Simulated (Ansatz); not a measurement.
**Lattice dynamics of Y2C monolayer**

Aim: the vibrations of Y2C monolayer, their spectra, and whether the structure is stable.

Method: DFT PBE, scalar-relativistic, plane waves, PAW, in Ansatz 0.2.0.

### Step 1. The starting structure

The cell holds 3 atoms: 1 C and 2 Y. Its edges and angles: a = 3.600 Å, b = 3.600 Å, c = 20.000 Å, α = 90.0°, β = 90.0°, γ = 120.0°. Vacuum lies along c.

### Step 2. Rough relaxation

A rough relaxation comes first, because large forces or stress need no tight tolerances yet.

The program solves this slab on a cell height of its own, 28.6 Å, in place of the one typed.

File input.yaml:

```yaml
crystal:
  lattice:
    - [3.6, 0.0, 0.0]
    - [-1.8, 3.11769, 0.0]
    - [0.0, 0.0, 20.0]
  atoms:
    - { symbol: C, position: [0.0, 0.0, 0.5] }
    - { symbol: "Y", position: [0.333333, 0.666667, 0.56] }
    - { symbol: "Y", position: [0.666667, 0.333333, 0.44] }
  periodic: [true, true, false]
kpoints:
  mp_grid: { grid: [6, 6, 1] }
hamiltonian:
  xc: pbe
scf:
  occupations: { method: gaussian, width: 0.1 }
output:
  forces: true
  stress: true
  eigenvalues: true
relax:
  adjacent_minimum: "off"
  f_tol: 0.05
  max_steps: 80
  cell: { stress_2d_tol: 0.02 }
```

Run with:

```console
$ ansatz run input.yaml --threads 8 --pin off --max-ram 14336MiB --backend cpu --events-out ev --progress --plain --runs-dir out
```

Numbers of over 12 decimals in the logs are rounded to 6 here.

What it wrote:

```text
[...]
F+E_penalty+E_count = -7948.09651607 eV   max|allowed force component| = 3.303e-3 eV/Å   (the final SCF, on the basis selected at the relaxed cell)
  cell:  # Å, volume = 314.4051 Å³
    - [3.562841, 0.0, 0]
    - [-1.781421, 3.085511, 0]
    - [0, 0, 28.6]
  atoms:
    - { symbol: C, position: [0, 0, 0.349650] }
    - { symbol: Y, position: [0.333333, 0.666667, 0.396483] }
    - { symbol: Y, position: [0.666667, 0.333333, 0.302818] }
[key lines of the parts left out:]
SCF converged after 7 iterations
Free energy (F): -7948.096516 eV
Fermi energy:    -3.846662 eV
P = ½ c Tr σ = -0.0105 N/m
```

Run time: 3.7 s. Hardware: 8 threads of Arm Neoverse V2, shared host; peak memory 0.59 GiB; 23 s of CPU time.

Step by step:

```
step  energy less that of the first step (eV)  largest force component (eV/Å)  volume (Å³)
   1                                   0.0000                          1.5924       321.00
   2                                  -0.1407                          0.7560       321.13
   3                                  -0.1971                          0.0678       318.08
   4                                  -0.2000                          0.0181       315.22
   5                                  -0.2002                          0.0033       314.41
  6*                                  -0.1996                          0.0033       314.41
```

Relaxation steps marked * repeat the geometry before them on a plane-wave basis chosen anew for their cell, so energy and pressure can jump there.

The run keeps the 12 symmetry operations that it works with, so distortions that break them were not tested.

```
cell as run  before  after  change
      a (Å)   3.600  3.563  -1.0 %
      b (Å)   3.600  3.563  -1.0 %
```

The atoms that moved most (Å, along periodic axes as changes of fractional coordinates times the final cell, across vacuum about the mean position):

```
atom     dx     dy      dz  length
  Y2  0.000  0.000   0.139   0.139
  Y3  0.000  0.000  -0.139   0.139
```

The relaxed structure:

```xyz
3
Lattice="3.5628 0.0000 0.0000 -1.7814 3.0855 0.0000 0.0000 0.0000 28.6000" Properties=species:S:1:pos:R:3
C     0.0000    0.0000   10.0000
Y     0.0000    2.0570   11.3394
Y     1.7814    1.0285    8.6606
```

This step gave:

```
gap on the k-mesh : 0 eV
area per atom     : 3.664 Å²
```

The relaxation ends with a largest force component of 0.0033 eV/Å.

### Step 3. Relaxation

The cell and atoms are relaxed, since residual forces and stress would shift the frequencies.

input.yaml, the sections that differ from step 2:

```yaml
crystal:
  lattice:
    - [3.5628412865, 0.0, 0.0]
    - [-1.7814206432, 3.0855110637, 0.0]
    - [0.0, 0.0, 28.6]
  atoms:
    - { symbol: C, position: [0.0, 0.0, 0.3496503497] }
    - { symbol: "Y", position: [0.3333333333, 0.6666666667, 0.3964828953] }
    - { symbol: "Y", position: [0.6666666667, 0.3333333333, 0.302817804] }
  periodic: [true, true, false]
kpoints:
  mp_grid: { grid: [15, 15, 1] }
relax:
  adjacent_minimum: "off"
  f_tol: 0.005
  max_steps: 80
  cell: { stress_2d_tol: 0.02 }
# hamiltonian, scf, output: as in step 2
```

What it wrote:

```text
[...]
Crystal: 3 atoms, lattice volume = 314.405 Å³
Basis set: ecut = 420 eV, 6077 PW (Γ), exchange–correlation on 48×48×384 points (8 copies of the dense FFT grid, shifted against one another)
Bands: 17, of which v1, the nominal top of the filled ones, is band 13 counted from 1 (12 counted from 0)
Symmetry: 12 space group operations
[...]
k-points: 27 of 225
[...]
--- Relaxed structure (5 steps of the walk, 4 accepted, 1 SCFs on fresh bases) ---
[...]
cell:  # Å, volume = 312.2124 Å³
    - [3.550396, -2.8766655264638067e-11, 0]
    - [-1.775198, 3.074733, 0]
    - [0, 0, 28.6]
  atoms:
    - { symbol: C, position: [0, 0, 0.349650] }
    - { symbol: Y, position: [0.333333, 0.666667, 0.396858] }
    - { symbol: Y, position: [0.666667, 0.333333, 0.302443] }
[key lines of the parts left out:]
SCF converged after 6 iterations
Free energy (F): -7948.126711 eV
Fermi energy:    -3.862695 eV
P = ½ c Tr σ = -0.0070 N/m
```

It took 8.7 s on 8 threads; peak memory 0.81 GiB.

The steps of the relaxation:

```
step  energy less that of the first step (eV)  largest force component (eV/Å)  volume (Å³)
   1                                   0.0000                          0.0964       314.41
   2                                   0.0124                          0.4340       310.40
   3                                  -0.0016                          0.0097       313.02
   4                                  -0.0017                          0.0115       312.54
   5                                  -0.0018                          0.0001       312.21
  6*                                  -0.0016                          0.0001       312.21
```

Relaxation steps marked * repeat the geometry before them on a plane-wave basis chosen anew for their cell, so energy and pressure can jump there. Relaxation step 2 was tried and not accepted.

The run keeps the 12 symmetry operations that it works with, so distortions that break them were not tested.

```
cell as run  before  after  change
      a (Å)   3.563  3.550  -0.3 %
      b (Å)   3.563  3.550  -0.3 %
```

The atoms that moved most (Å, along periodic axes as changes of fractional coordinates times the final cell, across vacuum about the mean position):

```
atom     dx     dy      dz  length
  Y2  0.000  0.000   0.011   0.011
  Y3  0.000  0.000  -0.011   0.011
```

Final coordinates:

```xyz
3
Lattice="3.5504 0.0000 0.0000 -1.7752 3.0747 0.0000 0.0000 0.0000 28.6000" Properties=species:S:1:pos:R:3
C     0.0000    0.0000   10.0000
Y     0.0000    2.0498   11.3501
Y     1.7752    1.0249    8.6499
```

This step gave:

| Item | Value |
| --- | --- |
| area per atom | 3.639 Å² |

The relaxation ends with a largest force component of 8.4e-5 eV/Å.

### Step 4. Relaxing to small forces for the phonons

Phonons need a cell at rest on their own settings, so the relaxation is repeated with tight tolerances on forces and stress, using the mesh and the filling of the phonon run that follows.

File input.yaml:

```yaml
crystal:
  lattice:
    - [3.5503956222, 0.0, 0.0]
    - [-1.7751978111, 3.0747328024, 0.0]
    - [0.0, 0.0, 28.6]
  atoms:
    - { symbol: C, position: [0.0, 0.0, 0.3496503497] }
    - { symbol: "Y", position: [0.3333333333, 0.6666666667, 0.3968580174] }
    - { symbol: "Y", position: [0.6666666667, 0.3333333333, 0.3024426819] }
  periodic: [true, true, false]
kpoints:
  mp_grid: { grid: [18, 18, 1] }
hamiltonian:
  xc: pbe
scf:
  occupations: { method: methfessel_paxton, width: 0.15 }
output:
  forces: true
  stress: true
  eigenvalues: true
  write_density: true
  write_potential: true
  elf: true
  volumetric_format: npy
relax:
  adjacent_minimum: "off"
  f_tol: 0.001
  max_steps: 60
  cell: { stress_2d_tol: 0.002 }
```

What it wrote:

```text
[...]
Crystal: 3 atoms, lattice volume = 312.212 Å³
Basis set: ecut = 420 eV, 6029 PW (Γ), exchange–correlation on 48×48×384 points (8 copies of the dense FFT grid, shifted against one another)
Bands: 17, of which v1, the nominal top of the filled ones, is band 13 counted from 1 (12 counted from 0)
Symmetry: 12 space group operations
[...]
k-points: 37 of 324
[...]
k-point 36: bands = [... 9 lower, -6.2700, -6.2700, -5.5515, -3.2557, -3.2557, -3.2032, -2.1503, -0.5561]
--- Relaxed structure (4 steps of the walk, 3 accepted, 1 SCFs on fresh bases) ---
[...]
cell:  # Å, volume = 311.9098 Å³
    - [3.548675, 0, 0]
    - [-1.774337, 3.073242, 0]
    - [0, 0, 28.6]
  atoms:
    - { symbol: C, position: [0, 0, 0.349650] }
    - { symbol: Y, position: [0.333333, 0.666667, 0.396866] }
    - { symbol: Y, position: [0.666667, 0.333333, 0.302435] }
[key lines of the parts left out:]
SCF converged after 7 iterations
Free energy (F): -7948.119931 eV
Fermi energy:    -3.866083 eV
P = ½ c Tr σ = -0.0000 N/m
```

Wall time 9.9 s (8 threads); peak memory 0.81 GiB.

Little changed from the start: no atom moved by 0.005 Å and no cell edge by 0.1 %.

This step gave:

- area per atom: 3.635 Å²

ELF in the ac plane at fractional y = 0.333, with atoms of Y within 0.2 Å of it. It is the smooth field of the valence electrons, not physical close to the nuclei.

Ten even steps from '_' (0.00) to '@' (0.80), each cell a mean:
```
____________________________
____________________________
____________________________
____________________________
____________________________
____________________________
____________________________
____________________________
____________________________
____________________________
____________________________
::::::::::::::::::::::::::::
++========++****######****++
............::--==++++==::..
::::----::....::::----::....
++######**==--::::----::::==
::--==--::--##@@@@%%%%@@%%++
..::----....--++++****++==::
++******++==--::::::::::--==
::::::::::::::::........::::
____________________________
____________________________
____________________________
____________________________
```
Columns run along a (3.5 Å), rows up along c (28.6 Å). Atoms in or near the plane, at fractional coordinates: Y at (0.67, 0.30).

Valence density in the ac plane at fractional y = 0.333, with atoms of Y within 0.2 Å of it. It is the smooth field of the valence electrons, not physical close to the nuclei.

Values in e/Å³, 24 rows by 14 columns, each cell a mean:
```
0.0 0.0 0.0 0.0 0.0 0.0 0.0 0.0 0.0 0.0 0.0 0.0 0.0 0.0
0.0 0.0 0.0 0.0 0.0 0.0 0.0 0.0 0.0 0.0 0.0 0.0 0.0 0.0
0.0 0.0 0.0 0.0 0.0 0.0 0.0 0.0 0.0 0.0 0.0 0.0 0.0 0.0
0.0 0.0 0.0 0.0 0.0 0.0 0.0 0.0 0.0 0.0 0.0 0.0 0.0 0.0
0.0 0.0 0.0 0.0 0.0 0.0 0.0 0.0 0.0 0.0 0.0 0.0 0.0 0.0
0.0 0.0 0.0 0.0 0.0 0.0 0.0 0.0 0.0 0.0 0.0 0.0 0.0 0.0
0.0 0.0 0.0 0.0 0.0 0.0 0.0 0.0 0.0 0.0 0.0 0.0 0.0 0.0
0.0 0.0 0.0 0.0 0.0 0.0 0.0 0.0 0.0 0.0 0.0 0.0 0.0 0.0
0.0 0.0 0.0 0.0 0.0 0.0 0.0 0.0 0.0 0.0 0.0 0.0 0.0 0.0
0.0 0.0 0.0 0.0 0.0 0.0 0.0 0.0 0.0 0.0 0.0 0.0 0.0 0.0
0.0 0.0 0.0 0.0 0.0 0.0 0.0 0.0 0.0 0.0 0.0 0.0 0.0 0.0
0.0 0.0 0.0 0.0 0.0 0.0 0.0 0.0 0.0 0.0 0.0 0.0 0.0 0.0
0.0 0.0 0.0 0.0 0.0 0.0 0.0 0.0 0.0 0.0 0.0 0.0 0.0 0.0
0.1 0.1 0.1 0.1 0.1 0.1 0.1 0.0 0.0 0.0 0.0 0.0 0.1 0.1
0.2 0.3 0.4 0.4 0.3 0.2 0.1 0.1 0.1 0.1 0.1 0.1 0.1 0.2
0.3 0.3 0.4 0.3 0.3 0.2 0.2 0.2 0.3 0.3 0.3 0.2 0.2 0.2
0.2 0.2 0.2 0.2 0.2 0.4 0.9 2.2 3.0 3.2 3.2 2.6 1.5 0.6
0.1 0.1 0.1 0.1 0.1 0.1 0.2 0.6 0.9 1.1 1.0 0.7 0.4 0.2
0.0 0.0 0.0 0.0 0.0 0.0 0.0 0.0 0.0 0.0 0.0 0.0 0.0 0.0
0.0 0.0 0.0 0.0 0.0 0.0 0.0 0.0 0.0 0.0 0.0 0.0 0.0 0.0
0.0 0.0 0.0 0.0 0.0 0.0 0.0 0.0 0.0 0.0 0.0 0.0 0.0 0.0
0.0 0.0 0.0 0.0 0.0 0.0 0.0 0.0 0.0 0.0 0.0 0.0 0.0 0.0
0.0 0.0 0.0 0.0 0.0 0.0 0.0 0.0 0.0 0.0 0.0 0.0 0.0 0.0
0.0 0.0 0.0 0.0 0.0 0.0 0.0 0.0 0.0 0.0 0.0 0.0 0.0 0.0
```
Columns run along a (3.5 Å), rows up along c (28.6 Å). Atoms in or near the plane, at fractional coordinates: Y at (0.67, 0.30).

Electrostatic potential energy in the ac plane at fractional y = 0.333, with atoms of Y within 0.2 Å of it. With pseudopotentials it is smooth inside the atoms' cores, unlike the true potential.

Values in eV, 24 rows by 14 columns, each cell a mean:
```
  0   0   0   0   0   0   0   0   0   0   0   0   0   0
  0   0   0   0   0   0   0   0   0   0   0   0   0   0
  0   0   0   0   0   0   0   0   0   0   0   0   0   0
  0   0   0   0   0   0   0   0   0   0   0   0   0   0
  0   0   0   0   0   0   0   0   0   0   0   0   0   0
  0   0   0   0   0   0   0   0   0   0   0   0   0   0
  0   0   0   0   0   0   0   0   0   0   0   0   0   0
  0   0   0   0   0   0   0   0   0   0   0   0   0   0
  0   0   0   0   0   0   0   0   0   0   0   0   0   0
  0   0   0   0   0   0   0   0   0   0   0   0   0   0
  0   0   0   0   0   0   0   0   0   0   0   0   0   0
  0   0   0   0   0   0   0   0   0   0   0   0   0   0
 -1  -1  -1  -1  -1  -1  -1  -1  -1  -1  -1  -1  -1  -1
 -5  -6  -7  -7  -6  -5  -4  -3  -3  -2  -2  -3  -3  -4
-10 -12 -14 -13 -10  -8  -6  -4  -3  -3  -3  -4  -5  -7
 -3  -4  -4  -4  -3  -4  -5  -7  -8  -9  -8  -7  -5  -4
 -8  -5  -3  -4  -7 -13 -19 -20 -20 -20 -20 -20 -20 -17
 -5  -4  -3  -3  -5  -7 -10 -13 -15 -15 -15 -14 -12  -9
 -1  -1  -1  -1  -1  -1  -1  -2  -2  -2  -2  -2  -2  -1
  0   0   0   0   0   0   0   0   0   0   0   0   0   0
  0   0   0   0   0   0   0   0   0   0   0   0   0   0
  0   0   0   0   0   0   0   0   0   0   0   0   0   0
  0   0   0   0   0   0   0   0   0   0   0   0   0   0
  0   0   0   0   0   0   0   0   0   0   0   0   0   0
```
Columns run along a (3.5 Å; values clipped at the 3rd and 97th percentile), rows up along c (28.6 Å). Atoms in or near the plane, at fractional coordinates: Y at (0.67, 0.30).

The largest force component left is 0.029 meV/Å, within the tolerances set.

### Step 5. Modes at Γ

The zone centre comes first: it holds the modes that light can see, as far as symmetry allows. No field response is asked, since the mesh shows no gap.

input.yaml, the sections that differ from step 4:

```yaml
crystal:
  lattice:
    - [3.5486746656, 0.0, 0.0]
    - [-1.7743373328, 3.0732424102, 0.0]
    - [0.0, 0.0, 28.6]
  atoms:
    - { symbol: C, position: [0.0, 0.0, 0.3496503497] }
    - { symbol: "Y", position: [0.3333333333, 0.6666666667, 0.3968657332] }
    - { symbol: "Y", position: [0.6666666667, 0.3333333333, 0.3024349661] }
  periodic: [true, true, false]
output:
  eigenvalues: true
phonons:
  method: dfpt
# kpoints, hamiltonian, scf: as in step 4
# relax: removed
```

What it wrote:

```text
Warning: crystal.symmetry: narrowed to the stabiliser of the run's FFT grids — unitary ops 12 → 6. A phonons.method: dfpt run fills in the rows of the dynamical matrix that it does not solve by its symmetry operations, which is exact only for operations that map its FFT grids onto themselves: filled in by any other, the frequencies could depend on the order in which like atoms are typed, or, by more than the grids' own error, on where the crystal sits among the grids' points. Excluded: 6 operations. The run can therefore solve more perturbations, solve them on more k-points, or both, and cost more. [rest of the remark cut]
[...]
Crystal: 3 atoms, lattice volume = 311.910 Å³
Basis set: ecut = 420 eV, 6017 PW (Γ), exchange–correlation on 48×48×384 points (8 copies of the dense FFT grid, shifted against one another)
Bands: 17, of which v1, the nominal top of the filled ones, is band 13 counted from 1 (12 counted from 0)
Symmetry: 12 space group operations
k-points: 91 of 324 (irreducible under 2 space group operations, time reversal used)
[...]
SCF iter   1: F=—  HF=-7948.126503 eV  |F-HF|=—  |Δ(HF+E_count)|=         —  Δρ=2.45e-3  dr2=6.19e-2  ethr=1.77e-3  ⟨swp⟩=8.9  Hψ=11200  notcnv=0
[...]
SCF iter  10: F=-7948.119931 eV  HF=-7948.119931 eV  |F-HF|=4.00e-11  |Δ(HF+E_count)|=   1.07e-9  S|Δr|=    0.00e0  Δρ=4.18e-8  dr2=6.86e-12  ethr=1.00e-12  ⟨swp⟩=12.8  Hψ=12145  notcnv=0
SCF 1 converged in 10 iterations: F = -7948.119931 eV  dr2 = 6.86e-12
[...]
DFPT response loops at Γ: preconditioner auto → none (partly filled bands, converged f_vac=0.698); β = 0.50; Broyden in place of MSR1
SCF converged after 10 iterations
[...]
Free energy (F): -7948.119931 eV
[...]
Internal energy: -7948.122508 eV  (E = F + TS)
E sigma→0 (E₀):  -7948.120575 eV
Entropy (-TS):   0.002577 eV (0.859 meV/atom)
Fermi energy:    -3.866081 eV
[...]
--- Band table (eV; the first three rows and the last of 91) ---
  k-point 0: bands = [... 9 lower, -7.8488, -5.4100, -5.4100, -4.9812, -4.1641, -2.5775, -1.8481, -1.8481]
  k-point 1: bands = [... 9 lower, -7.7814, -5.6187, -5.3965, -4.7922, -4.1546, -2.5423, -2.0178, -1.7919]
  k-point 2: bands = [... 9 lower, -7.5878, -5.9413, -5.3614, -4.5274, -4.1188, -2.5040, -2.3556, -1.6298]
  k-point 90: bands = [... 9 lower, -6.6113, -5.9653, -5.6563, -3.7189, -3.4705, -2.9783, -2.3760, -0.8660]
--- Phonons (Γ-DFPT): 6 representative perturbations + reference, on 91 of 324 k-points (Σ response iterations 32) ---
  ASR residual: 5.344e-5 → 0.000e0 eV/Å²; symmetrization residual: 1.426e-5 eV/Å²
  The last average, over the group as it would stand without the narrowing to the FFT grids, took up to 3.392e-7 eV/Å² of the zone centre's force constants
  ASR residual per site (eV/Å²): 2.28e-5 5.28e-5 5.34e-5
  Γ frequencies (cm⁻¹): 0.00 0.00 0.00 128.58 128.58 205.12 221.87 392.00 392.00
  non-analytic LO–TO correction: not included (Born effective charges unavailable; polar crystals: no LO–TO splitting at Γ)
```

Run time: 49 s. Hardware: 8 threads; peak memory 2 GiB.

In the SCF lines HF is the Harris–Foulkes energy and dr2 the Hartree energy of the density residual, in eV; the loop may stop once dr2 is under the threshold and the program's other checks hold. Hψ counts applications of the Hamiltonian.

This step gave:

| Item | Value |
| --- | --- |
| sum-rule residual before enforcement | 5.34e-5 eV/Å² |
| point group | -3m |
| highest optical mode at the zone centre (no LO-TO term) | 392 cm⁻¹ |
| lowest optical zone-centre mode | 128.6 cm⁻¹ |

Patterns of degenerate modes are one choice out of their space. The modes at Γ (shares of kinetic energy by element, %):

```
mode  frequency (cm⁻¹)  symmetry  C %  Y %
   1               0.0  acoustic    6   94
   2               0.0  acoustic    6   94
   3               0.0  acoustic    6   94
   4             128.6        Eg    0  100
   5             128.6        Eg    0  100
   6             205.1       A1g    0  100
   7             221.9       A2u   94    6
   8             392.0        Eu   94    6
   9             392.0        Eu   94    6
```

Displacements in mode 5 (128.6 cm⁻¹), the largest set to 1:
```
C1   0.00  0.00  0.00
Y2  -0.42  1.00  0.00
Y3   0.42 -1.00  0.00
```

Displacements in mode 9 (392.0 cm⁻¹), the largest set to 1:
```
C1   0.00  1.00  0.00
Y2   0.00 -0.07  0.00
Y3   0.00 -0.07  0.00
```

Before it was imposed, the acoustic sum rule was missed by 5.3e-5 eV/Å². Small misses are needed for a sound result but don't prove that mesh and cutoff are converged. The lowest optical mode is real, 129 cm⁻¹.

(Continued in part 2 of 2.)

[Logs are printed without paths, hosts, clocks, repeated set-up lines and the standing remarks that a program may print on its own settings, such as how far it seeks lower states.]

[Hosts, paths, dates, database ids (printed as entryN), source tags and the programs' standing remarks are cut or masked in the printed files.]
